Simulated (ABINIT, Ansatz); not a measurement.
## TePb (Fm-3m): the LO frequency by hand

How high does the longitudinal optical mode of TePb (Fm-3m) lie, given the transverse one, the Born charge and ε∞?

Method: DFT LDA, scalar-relativistic, plane waves, PseudoDojo norm-conserving pseudopotentials, in ABINIT 10.8.3.

## 1. The relaxed structure

It takes space group Fm-3m (No. 225, cubic). Conventional cell: a = 6.382 Å, b = 6.382 Å, c = 6.382 Å, α = 90.00°, β = 90.00°, γ = 90.00°. Nearest to Te lie 6 Pb at 3.19 Å. Pb has 6 Te at 3.19 Å nearest. Farther neighbours and most contacts between anions are not listed.

Coordinates:

```xyz
2
Lattice="-3.1910 0.0000 3.1910 0.0000 3.1910 3.1910 -3.1910 3.1910 0.0000" Properties=species:S:1:pos:R:3 pbc="T T T"
Te   -3.1910    3.1910    3.1910
Pb    0.0000    0.0000    0.0000
```

This is the cell after its relaxation at this level of theory, not the database cell from which that began.

## 2. What the response run gave

A linear-response run on the relaxed cell, with the response to an electric field; only its zone-centre results are used. Cutoff 42 Ha, k mesh 6×6×6.

Numbers of over 12 decimals in the logs are rounded to 6 here.

Log:

```text
[banners, grids, parts of the stress and lines that vanish by symmetry left out]
- input  file    -> dfpt_gamma.abi
- output file    -> dfpt_gamma.abo
- root for input  files -> dfpt_gammai
[...]
DATASET    1 : space group Fm -3 m (#225); Bravais cF (face-center cubic)
[...]
nfft =      125000          nkpt =         112
[...]
DATASET    2 : space group Fm -3 m (#225); Bravais cF (face-center cubic)
[...]
nfft =      125000          nkpt =         112
[...]
== DATASET  1 ==================================================================
[...]
cutoff_energies: {ecut:  42.0, pawecutdg:  -1.0, }
[...]
- 82.00000  14.00000  180309                  znucl, zion, pspdat
[...]
Perturbation : derivative vs k along direction   1
[...]
-ETOT  1  -57.150265383658     -5.715E+01 7.839E-01 0.000E+00
 ETOT  2  -57.247649805649     -9.738E-02 1.381E-02 0.000E+00
 ETOT  3  -57.249799055433     -2.149E-03 2.026E-02 0.000E+00
 ETOT  4  -57.250021438128     -2.224E-04 2.735E-04 0.000E+00
 ETOT  5  -57.250054175506     -3.274E-05 5.614E-04 0.000E+00
[...]
At SCF step   34   max residual=  9.97E-21 < tolwfr=  1.00E-20 =>converged.
[...]
Perturbation : derivative vs k along direction   2
[...]
-ETOT  1  -57.150258140612     -5.715E+01 7.839E-01 0.000E+00
[...]
At SCF step   34   max residual=  9.97E-21 < tolwfr=  1.00E-20 =>converged.
[...]
Perturbation : derivative vs k along direction   3
[...]
-ETOT  1  -57.150265378999     -5.715E+01 7.839E-01 0.000E+00
[...]
At SCF step   34   max residual=  9.97E-21 < tolwfr=  1.00E-20 =>converged.
[...]
1        1       2.9124449600   -0.0000000000
     1        2      -1.4562224800   -0.0000000000
     1        3      -1.4562224800    0.0000000000
     2        1      -1.4562224800   -0.0000000000
     2        2       2.9124449600    0.0000000000
     2        3       1.4562224800   -0.0000000000
     3        1      -1.4562224800    0.0000000000
     3        2       1.4562224800   -0.0000000000
     3        3       2.9124449600   -0.0000000000
[...]
== DATASET  2 ==================================================================
[...]
cutoff_energies: {ecut:  42.0, pawecutdg:  -1.0, }
[...]
Perturbation : displacement of atom   1   along direction   1
[...]
-ETOT  1   7.142933     -3.611E+04 4.314E+01 1.850E+02
[...]
At SCF step   15       vres2   =  1.85E-11 < tolvrs=  1.00E-10 =>converged.
[...]
At SCF step   10       vres2   =  5.63E-12 < tolvrs=  1.00E-10 =>converged.
[...]
-ETOT  1   3.404995     -1.449E+02 6.859E+00 9.872E+03
[...]
ETOT  9  0.234022     -5.366E-11 5.089E-11 1.035E-09
 ETOT 10  0.234022     -2.444E-12 7.324E-12 5.487E-12
 At SCF step   10       vres2   =  5.49E-12 < tolvrs=  1.00E-10 =>converged.
[...]
Dielectric tensor, in cartesian coordinates,
[...]
1    4   1    4        36.3336334383        -0.0000000000
   1    4   2    4         0.0000000000        -0.0000000000
   1    4   3    4         0.0000000000        -0.0000000000
   2    4   1    4         0.0000000000        -0.0000000000
   2    4   2    4        36.3336334383        -0.0000000000
   2    4   3    4        -0.0000000000        -0.0000000000
   3    4   1    4         0.0000000000        -0.0000000000
   3    4   2    4        -0.0000000000        -0.0000000000
   3    4   3    4        36.3336334383        -0.0000000000
  Effective charges, in cartesian coordinates,
[...]
1    1   1    4        -5.6729230954         0.0000000000
   2    1   1    4         0.0000000000         0.0000000000
   3    1   1    4        -0.0000000000         0.0000000000
   1    2   1    4         5.6276844968         0.0000000000
   2    2   1    4        -0.0000000000         0.0000000000
[...]
Effective charges, in cartesian coordinates,
[...]
Rigid-atom elastic tensor , in cartesian coordinates,
[...]
Rigid-atom proper piezoelectric tensor, in cartesian coordinates,
[...]
2    4   2    6         0.0000000000         0.0000000000
   2    4   3    6         0.0000000000         0.0000000000
   3    4   1    5         0.0000000000         0.0000000000
   3    4   2    5         0.0000000000         0.0000000000
   3    4   3    5         0.0000000000         0.0000000000
   3    4   1    6         0.0000000000         0.0000000000
   3    4   2    6         0.0000000000         0.0000000000
   3    4   3    6         0.0000000000         0.0000000000
  Phonon wavevector (reduced coordinates) :  0.00000  0.00000  0.00000
 Phonon energies in Hartree :
[...]
Phonon frequencies in cm-1    :
-  3.554429E-01  3.554430E-01  3.554434E-01  3.620275E+01  3.620275E+01
-  3.620275E+01
  Phonon at Gamma, with non-analyticity in the
[...]
Phonon energies in Hartree :
[...]
Phonon frequencies in cm-1    :
-  3.554429E-01  3.554430E-01  3.777868E-01  3.620275E+01  3.620275E+01
-  9.875472E+01
  Phonon at Gamma, with non-analyticity in the
[...]
Phonon energies in Hartree :
[...]
Phonon frequencies in cm-1    :
-  3.554429E-01  3.554434E-01  3.777864E-01  3.620275E+01  3.620275E+01
-  9.875472E+01
  Phonon at Gamma, with non-analyticity in the
[...]
Phonon energies in Hartree :
[...]
Phonon frequencies in cm-1    :
-  3.554430E-01  3.554434E-01  3.777863E-01  3.620275E+01  3.620275E+01
-  9.875472E+01
[...]
fcart2     0.0000000000E+00  0.0000000000E+00  0.0000000000E+00
           strten2     0.0000000000E+00  0.0000000000E+00  0.0000000000E+00
================================================================================
```

```
                       quantity    value
             cell volume Ω (Å³)   64.982
                 mass of Te (u)  127.600
                 mass of Pb (u)  207.200
     Born charge of Te, raw (e)   -5.673
     Born charge of Pb, raw (e)    5.628
                             ε∞   36.334
ω(TO) after the sum rule (cm⁻¹)     36.2
```

## 3. The calculation

The charges must sum to zero over the cell; taking off their mean, -0.023 e, leaves Z* = -5.650 e on Te. In the polar mode Te moves against Pb, so the reduced mass is μ = 127.60 × 207.20 / 334.80 = 78.969 u.

A longitudinal wave builds up a field that adds to the restoring force: ω(LO)² = ω(TO)² + 4π Z*² / (μ Ω ε∞), in Hartree atomic units. With μ = 143951 electron masses and Ω = 438.52 bohr³ the second term is 1.7492e-07 Ha², or 8426 cm⁻² (1 Ha = 219474.6 cm⁻¹).

So ω(LO) = √(1310 + 8426) = 98.7 cm⁻¹, and by the Lyddane-Sachs-Teller relation ε₀ = ε∞ (ω(LO)/ω(TO))² = 269.95.

## 4. Check against the program

The analysis program adds the same non-analytic term to the full matrix.

Log:

```text
[banners, grids, parts of the stress and lines that vanish by symmetry left out]
-outvars_anaddb: echo values of input variables ----------------------

 Flags :
[...]
Dielectric Tensor and Effective Charges
[...]
Effective charge tensors after
[...]
Phonon wavevector (reduced coordinates) :  0.00000  0.00000  0.00000
 Phonon energies in Hartree :
[...]
Phonon energies in meV     :
-  0.000000E+00  0.000000E+00  0.000000E+00  4.488271E+00  4.488271E+00
-  4.488271E+00
 Phonon frequencies in cm-1    :
-  0.000000E+00  0.000000E+00  0.000000E+00  3.620035E+01  3.620035E+01
-  3.620035E+01
 Phonon frequencies in Thz     :
-  0.000000E+00  0.000000E+00  0.000000E+00  1.085259E+00  1.085259E+00
-  1.085259E+00
 Phonon energies in Kelvin  :
-  0.000000E+00  0.000000E+00  0.000000E+00  5.208422E+01  5.208422E+01
-  5.208422E+01
[...]
-  1  0.00000000E+00  0.00000000E+00  1.28003369E-03
-     0.00000000E+00  0.00000000E+00  0.00000000E+00
-  2  0.00000000E+00  0.00000000E+00  1.28006143E-03
-     0.00000000E+00  0.00000000E+00  0.00000000E+00
[...]
-  1  0.00000000E+00 -1.28003369E-03  0.00000000E+00
-     0.00000000E+00  0.00000000E+00  0.00000000E+00
-  2  0.00000000E+00 -1.28006143E-03  0.00000000E+00
-     0.00000000E+00  0.00000000E+00  0.00000000E+00
[...]
-  1  1.28003369E-03  0.00000000E+00  0.00000000E+00
-     0.00000000E+00  0.00000000E+00  0.00000000E+00
-  2  1.28006143E-03  0.00000000E+00  0.00000000E+00
-     0.00000000E+00  0.00000000E+00  0.00000000E+00
[...]
-  1  0.00000000E+00  0.00000000E+00  1.63117422E-03
-     0.00000000E+00  0.00000000E+00  0.00000000E+00
-  2  0.00000000E+00  0.00000000E+00 -1.00450444E-03
-     0.00000000E+00  0.00000000E+00  0.00000000E+00
[...]
-  1  0.00000000E+00  1.63117422E-03  0.00000000E+00
-     0.00000000E+00  0.00000000E+00  0.00000000E+00
-  2  0.00000000E+00 -1.00450444E-03  0.00000000E+00
-     0.00000000E+00  0.00000000E+00  0.00000000E+00
[...]
-  1  1.63117422E-03  0.00000000E+00  0.00000000E+00
-     0.00000000E+00  0.00000000E+00  0.00000000E+00
-  2 -1.00450444E-03  0.00000000E+00  0.00000000E+00
-     0.00000000E+00  0.00000000E+00  0.00000000E+00
[...]
-     1          0.000000     0.000000     0.000087     0.000087
-     2          0.000000    -0.000087     0.000000     0.000087
-     3          0.000087     0.000000     0.000000     0.000087
-     4         -0.000003     0.000024    -7.774018     7.774018
-     5         -0.000016    -7.774018    -0.000024     7.774018
-     6         -7.774018     0.000016     0.000003     7.774018
[...]
-   1     Real    0.0000E+00  0.0000E+00  2.4575E-14  0.0000E+00  0.0000E+00  0.0000E+00  2.4575E-14
[...]
-  2.958112E+00
 Phonon energies in Kelvin  :
-  0.000000E+00  0.000000E+00  0.000000E+00  5.208422E+01  5.208422E+01
-  1.419670E+02
[...]
-  1  0.00000000E+00  0.00000000E+00  1.28003369E-03
-     0.00000000E+00  0.00000000E+00  0.00000000E+00
-  2  0.00000000E+00  0.00000000E+00  1.28006143E-03
-     0.00000000E+00  0.00000000E+00  0.00000000E+00
[...]
Phonon at Gamma, with non-analyticity in the
[...]
Phonon energies in Hartree :
[...]
Phonon energies in meV     :
-  0.000000E+00  0.000000E+00  0.000000E+00  4.488271E+00  4.488271E+00
-  1.223377E+01
 Phonon frequencies in cm-1    :
-  0.000000E+00  0.000000E+00  0.000000E+00  3.620035E+01  3.620035E+01
-  9.867200E+01
 Phonon frequencies in Thz     :
-  0.000000E+00  0.000000E+00  0.000000E+00  1.085259E+00  1.085259E+00
-  2.958112E+00
 Phonon energies in Kelvin  :
-  0.000000E+00  0.000000E+00  0.000000E+00  5.208422E+01  5.208422E+01
-  1.419670E+02
[...]
Phonon at Gamma, with non-analyticity in the
[...]
Phonon energies in Hartree :
[...]
Phonon energies in meV     :
-  0.000000E+00  0.000000E+00  0.000000E+00  4.488271E+00  4.488271E+00
-  1.223377E+01
 Phonon frequencies in cm-1    :
-  0.000000E+00  0.000000E+00  0.000000E+00  3.620035E+01  3.620035E+01
-  9.867200E+01
 Phonon frequencies in Thz     :
-  0.000000E+00  0.000000E+00  0.000000E+00  1.085259E+00  1.085259E+00
-  2.958112E+00
 Phonon energies in Kelvin  :
-  0.000000E+00  0.000000E+00  0.000000E+00  5.208422E+01  5.208422E+01
-  1.419670E+02
[...]
-  1  2.58573307E-04 -1.18334498E-03 -4.13925853E-04
-     0.00000000E+00  0.00000000E+00  0.00000000E+00
-  2  2.58587282E-04 -1.18336226E-03 -4.13926455E-04
-     0.00000000E+00  0.00000000E+00  0.00000000E+00
[...]
-  1  1.25069545E-03  2.14507690E-04  1.68089960E-04
-     0.00000000E+00  0.00000000E+00  0.00000000E+00
-  2  1.25071234E-03  2.14502128E-04  1.68083392E-04
-     0.00000000E+00  0.00000000E+00  0.00000000E+00
[...]
-  1  1.65167549E-04  1.06192679E-03 -1.22709434E-03
-     0.00000000E+00  0.00000000E+00  0.00000000E+00
-  2 -1.01712946E-04 -6.53952325E-04  7.55665271E-04
-     0.00000000E+00  0.00000000E+00  0.00000000E+00
[...]
-  1  1.32156697E-03 -8.03822777E-04 -5.17744191E-04
-     0.00000000E+00  0.00000000E+00  0.00000000E+00
-  2 -8.13843099E-04  4.95007544E-04  3.18835554E-04
-     0.00000000E+00  0.00000000E+00  0.00000000E+00
[...]
Direction                     Dielectric constant
[...]
Elastic Tensor (clamped ion) (unit:10^2GP):
[...]
Elastic Tensor (relaxed ion) (unit:10^2GP):
[...]
-0.0000000   0.0000000  -0.0000000   0.0000000   6.3691030   0.0000000
   0.0000000   0.0000000  -0.0000000  -0.0000000   0.0000000   6.3691030
-
```

```
    quantity  by hand  program
ω(LO) (cm⁻¹)     98.7     98.7
          ε₀   269.95   269.94
```

## 5. Results

```json
{
 "TO mode": "36.2 cm⁻¹",
 "LO mode": "98.67 cm⁻¹",
 "static dielectric constant": "269.9"
}
```

In words: The LO mode of TePb (Fm-3m) lies at 99 cm⁻¹, 62 cm⁻¹ above the TO mode; the formula meets the program within 0.1 cm⁻¹, as it must for a cubic crystal with one polar mode. ω(LO)² − ω(TO)² goes with Z*²/ε∞: an error of 5 % in ε∞ would move the LO mode by 2.1 cm⁻¹, and semilocal functionals tend to overestimate ε∞. The raw charges miss their sum by 0.045 e, a sign that the k mesh is short for the field response, so ε∞ may be some per cent too high. These are harmonic values at zero temperature, at the volume of this functional, for the structure held cubic; stability elsewhere in the zone is no part of this calculation.

[Host names and launcher messages were left out of these logs when they were recorded.]

[Logs are printed without paths, hosts, clocks, repeated set-up lines and the standing remarks that a program may print on its own settings, such as how far it seeks lower states.]

[Hosts, paths, dates, database ids (printed as entryN), source tags and the programs' standing remarks are cut or masked in the printed files.]
